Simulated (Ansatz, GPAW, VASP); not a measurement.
C: 3 runs at one level of theory

```
C
1.0
     0.00000    1.78337    1.78337
     1.78337    0.00000    1.78337
     1.78337    1.78337    0.00000
C
2
Direct
  0.75000 0.75000 0.75000
  0.50000 0.50000 0.50000
```

Alike in all runs: task single point; functional PBE; k mesh 13 × 13 × 13; occupations gaussian, width 0.02 eV; no spin polarisation; no spin-orbit coupling. Pressure is positive in compression and, in plane waves, holds the error of the finite cutoff.

| program and potentials | plane-wave cutoff (eV) | notes | pressure (GPa) |
| --- | --- | --- | --- |
| GPAW, GPAW PAW data sets (gpaw-data 1.2.1) | 800 | - | 1.42 |
| VASP, PBE PAW files C, 520 eV | 520 | - | 2.46 |
| Ansatz, all-electron LAPW, scalar-relativistic | - | - | 1.75 |

The pressure spans 1.42 (GPAW, GPAW PAW data sets (gpaw-data 1.2.1)) to 2.46 GPa (VASP, PBE PAW files C, 520 eV), with all-electron results at 1.75.

Differences between rows come from potentials, basis sets and numerical settings, since the functional is the same but for its coding. Runs on potential files found faulty are left out.
